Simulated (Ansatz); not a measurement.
Runs of Ansatz 0.2.0 on PbS. Symmetry: P-6m2, No. 187, hexagonal system. The conventional cell has a = 4.090 Å, b = 4.090 Å, c = 3.788 Å, α = 90.00°, β = 90.00°, γ = 120.00°. Pb (site symmetry -6m2) has 6 S at 3.03 Å as nearest neighbours. S (site symmetry -6m2) is surrounded by 6 Pb at 3.03 Å. Measurements of this composition are mostly on another form, of space group No. 225.

```tsv
task	level	spin	cell	k mesh	cutoff (eV)	points for each segment of the path	gap on the mesh (eV)	pressure (GPa)	relaxed volume (Å³/atom)
relaxation of cell and atoms	RPBE+D4	off	relaxed	8 × 8 × 7	420	-	0.09	0.0	26.36
relaxation of cell and atoms	revPBE+D4	off	relaxed	8 × 8 × 7	420	-	0.06	0.0	(a)
relaxation of cell and atoms	revPBE+D3(BJ)	off	relaxed	8 × 8 × 7	420	-	none	0.0	(b)
band structure	r2SCAN	SOC, no magnetisation	as given	6 × 6 × 5	500	14	none	-1.4	-
```

Alike in all rows: potentials or basis Ansatz PAW; smearing fermi-dirac 0.05 eV.

Question: Estimate the missing entries.

Answer: (a) 26.31; (b) 25.96.

Caveats: the PAW data sets come from PBE, with cores solved anew for the run's functional, which leaves a small shift of forces and pressure; the plane-wave basis is chosen anew once the cell has moved, so the energies of steps on either side of that aren't comparable (some runs); odd divisions of the mesh miss points on the zone boundary, where band edges often lie, so the gap on the mesh can be too wide (some runs); spin-orbit coupling is left out, which as a rule narrows the gap of such compounds by several tenths of an eV (some runs); pairwise dispersion overbinds metals, which lowers pressure and volume (some runs).

A k mesh can miss the band edges, and rows without SOC leave out spin-orbit coupling on Pb.

A gap of «none» marks a metal or a gap under the smearing width.

Runs at the PBE level aren't shown here.
